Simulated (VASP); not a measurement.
# PbF₂: convergence, self-consistent run

PbF₂, Imm2 (no. 44), 3 atoms in the cell. LDA, spin-orbit coupling; PAW potentials Pb_d, F (LDA set). VASP 6.6.1. The cell is changed on purpose: last atom moved by 0.04 Å along z, cell strained by -1.0% along z.

Wanted: energy within 2 meV/atom; forces within 0.01 eV/Å.

What the run is for: forces; Accuracy asked: standard.

POSCAR:
```
PbF2
1.0
    0.0000000000      2.9636600000      2.9340234000
    2.9636600000      0.0000000000      2.9340234000
    2.9636600000      2.9636600000      0.0000000000
Pb F
1 2
Direct
    0.0000000000      0.0000000000      0.0000000000
    0.7500000000      0.7500000000      0.7500000000
    0.2567484100      0.2567484100      0.2432515900
```

The series start from Plane-wave cutoff (eV): 520; k-point mesh: 7 × 7 × 7; Precision mode (PREC): Accurate; Electronic threshold (eV): 1e-6; Bands in all (NBANDS): 50; Electronic algorithm: ALGO=Normal; Support grid and gradient cutoff: ADDGRID=False GGA_COMPAT=False; Placing of the Fermi level (EFERMI): EFERMI=MIDGAP. Each series keeps the choices made before it, and each single choice may use up half of a tolerance.

## Plane-wave cutoff (eV)

| Plane-wave cutoff (eV) | Energy less reference (meV/atom) | Forces, largest deviation (eV/Å) | SCF iterations | Time (s) |
|---|---|---|---|---|
| 400 | -7.4 | 0.002 | 14 | 33 |
| 460 | 0.7 | 0.000 | 14 | 44 |
| 520 | 2.8 | 0.000 | 14 | 54 |
| 600 | 1.7 | 0.000 | 14 | 74 |
| 720 (reference) | 0.0 | 0.000 | 14 | 85 |

## k-point mesh

| k-point mesh | Energy less reference (meV/atom) | Forces, largest deviation (eV/Å) | SCF iterations | Time (s) |
|---|---|---|---|---|
| 2 × 2 × 2 | 27.7 | 0.014 | 14 | 5.5 |
| 3 × 3 × 3 | 0.2 | 0.001 | 14 | 11 |
| 4 × 4 × 4 | 0.1 | 0.000 | 14 | 26 |
| 5 × 5 × 5 | 0.0 | 0.000 | 14 | 39 |
| 7 × 7 × 7 | 0.0 | 0.000 | 14 | 85 |
| 8 × 8 × 8 | 0.0 | 0.000 | 14 | 112 |
| 10 × 10 × 10 (reference) | 0.0 | 0.000 | 14 | 193 |

## Precision mode (PREC)

| Precision mode (PREC) | Energy less reference (meV/atom) | Forces, largest deviation (eV/Å) | SCF iterations | Time (s) |
|---|---|---|---|---|
| Low | -0.4 | 0.013 | 14 | 4.9 |
| SingleN | -0.4 | 0.013 | 14 | 4.8 |
| Normal | 0.0 | 0.001 | 14 | 5.6 |
| Accurate (reference) | 0.0 | 0.000 | 14 | 11 |

## Electronic threshold (eV)

| Electronic threshold (eV) | Energy less reference (meV/atom) | Forces, largest deviation (eV/Å) | SCF iterations | Time (s) |
|---|---|---|---|---|
| 0.001 | 0.0 | 0.001 | 10 | 4.2 |
| 0.0001 | 0.0 | 0.000 | 11 | 4.2 |
| 1e-5 | 0.0 | 0.000 | 12 | 4.5 |
| 1e-6 | 0.0 | 0.000 | 14 | 5.6 |
| 1e-7 | 0.0 | 0.000 | 15 | 5.6 |
| 1e-8 (reference) | 0.0 | 0.000 | 16 | 5.8 |

## Bands in all (NBANDS)

| Bands in all (NBANDS) | Energy less reference (meV/atom) | Forces, largest deviation (eV/Å) | SCF iterations | Time (s) |
|---|---|---|---|---|
| 30 | 0.0 | 0.001 | 10 | 2.8 |
| 32 | 0.0 | 0.000 | 10 | 2.9 |
| 36 | 0.0 | 0.001 | 10 | 3.0 |
| 40 | 0.0 | 0.000 | 10 | 3.2 |
| 50 | 0.0 | 0.000 | 10 | 4.2 |
| 72 (reference) | 0.0 | 0.000 | 10 | 4.8 |

## Electronic algorithm

| Electronic algorithm | Energy less reference (meV/atom) | Forces, largest deviation (eV/Å) | SCF iterations | Time (s) |
|---|---|---|---|---|
| ALGO=Normal | 0.0 | 0.000 | 10 | 2.8 |
| ALGO=Fast | -0.1 | 0.002 | 11 | 3.2 |
| ALGO=VeryFast | 78.3 | 0.017 | 18 | 4.0 |
| ALGO=All ISEARCH=1 | 0.0 | 0.001 | 13 | 3.8 |
| ALGO=All ISEARCH=0 | 0.0 | 0.001 | 13 | 3.9 |
| ALGO=Damped TIME=0.4 | 0.1 | 0.001 | 17 | 3.8 |
| ALGO=Damped TIME=0.1 | 0.4 | 0.010 | 28 | 5.5 |

## Support grid and gradient cutoff

| Support grid and gradient cutoff | Energy less reference (meV/atom) | Forces, largest deviation (eV/Å) | SCF iterations | Time (s) |
|---|---|---|---|---|
| ADDGRID=False GGA_COMPAT=False | 0.0 | 0.000 | 10 | 2.8 |
| ADDGRID=True GGA_COMPAT=False | 0.0 | 0.001 | 10 | 7.6 |
| ADDGRID=False GGA_COMPAT=True | 0.0 | 0.000 | 10 | 2.8 |

## Placing of the Fermi level (EFERMI)

| Placing of the Fermi level (EFERMI) | Energy less reference (meV/atom) | Forces, largest deviation (eV/Å) | SCF iterations | Time (s) |
|---|---|---|---|---|
| EFERMI=MIDGAP | 0.0 | 0.000 | 10 | 2.8 |
| EFERMI=LEGACY | 0.0 | 0.000 | 10 | 2.8 |

## Question

The rows run from the loosest to the tightest (no order: electronic algorithm, support grid and gradient cutoff, placing of the Fermi level). For each series: choose the loosest value from which every tighter one stays within half of the tolerance; where there is no order, keep the first row unless others stay within half of the tolerance and take at least 30 % less time, and then take the fastest.

## Answer

- Plane-wave cutoff (eV): 720, the tightest run, since the next looser one is off by more than half of the tolerance (convergence isn't shown beyond it)
- k-point mesh: 3 × 3 × 3
- Precision mode (PREC): Normal
- Electronic threshold (eV): 0.001
- Bands in all (NBANDS): 30
- Electronic algorithm: ALGO=Normal
- Support grid and gradient cutoff: ADDGRID=False GGA_COMPAT=False
- Placing of the Fermi level (EFERMI): EFERMI=MIDGAP

## All choices together

| Input | Energy less reference (meV/atom) | Forces, largest deviation (eV/Å) | Time (s) |
|---|---|---|---|
| the program's defaults (naive) | -8.1 | 0.009 | 3.8 |
| chosen settings | 0.2 | 0.002 | 2.8 |
| reference settings throughout | 0.0 | 0.000 | 332 |

The chosen settings stay within the tolerance of the reference run, but the reference itself isn't shown to be converged in: Plane-wave cutoff (eV).

Values of the reference run: Forces: 0, 0, 0.0202, 0, 0, 0.07033, 0, 0, -0.09052 eV/Å.

## The input

INCAR:
```
GGA = CA
LSORBIT = True
MAGMOM = 0 0 0 0 0 0 0 0 0
LORBIT = 11
ISMEAR = 0
SIGMA = 0.03
LWAVE = False
LCHARG = False
ISIF = 2
PREC = Normal
LASPH = True
LREAL = False
ALGO = Normal
EDIFF = 0.001
NELM = 200
GGA_COMPAT = False
ENCUT = 720
EFERMI = MIDGAP
KPAR = 4
NBANDS = 30
ADDGRID = False
```

KPOINTS:
```
Automatic mesh
0
Gamma
  3 3 3
  0 0 0
```

Commands:
```
cat potpaw_LDA.64/Pb_d/POTCAR potpaw_LDA.64/F/POTCAR > POTCAR
mpirun -np 8 vasp_ncl > vasp.out
```

The chosen input took VASP 6.6.1 2.8 s on 8 cores (Intel Xeon 6975P-C (Granite Rapids)), a shared host.
